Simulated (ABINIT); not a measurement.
C:

```
C
1.0
     2.52210    0.00000    0.00000
    -1.26105    2.18420    0.00000
     0.00000    0.00000   12.35570
C
12
Direct
  0.66667 0.33333 0.35417
  0.33333 0.66667 0.85417
  0.66667 0.33333 0.14583
  0.33333 0.66667 0.64583
  0.66667 0.33333 0.47917
  0.33333 0.66667 0.97917
  0.66667 0.33333 0.02083
  0.33333 0.66667 0.52083
  0.00000 0.00000 0.81250
  0.00000 0.00000 0.31250
  0.00000 0.00000 0.68750
  0.00000 0.00000 0.18750
```

This is a hexagonal form of diamond, not graphite.

Base run:

* Program: ABINIT 10.8.3 (patched build)
* Functional: PBEsol
* Potentials or basis: JTH PAW PBE v2.0
* Cutoff: 544 eV
* k mesh: 7 × 7 × 2
* Occupations: fermi-dirac, width 0.05 eV
* Spin: no spin polarisation

Its results: band gap on the k mesh 4.27 eV, indirect (least direct gap 5.24 eV); pressure -5.0 GPa; largest force 0.342 eV/Å.

Problem. The run is repeated on the same cell with these changes: functional from PBEsol to PBE. What comes out?

Solution. Band gap on the k mesh 4.41 eV, indirect (least direct gap 5.30 eV); pressure 1.6 GPa; largest force 0.335 eV/Å.

PBE binds less tightly than PBEsol, so the same cell stands under more pressure.

Caveats: an odd mesh through Γ misses points on the zone boundary, where band edges often lie; the atomic spheres overlap; the PAW data sets were made with another functional, which shifts forces and pressure a little (some runs).
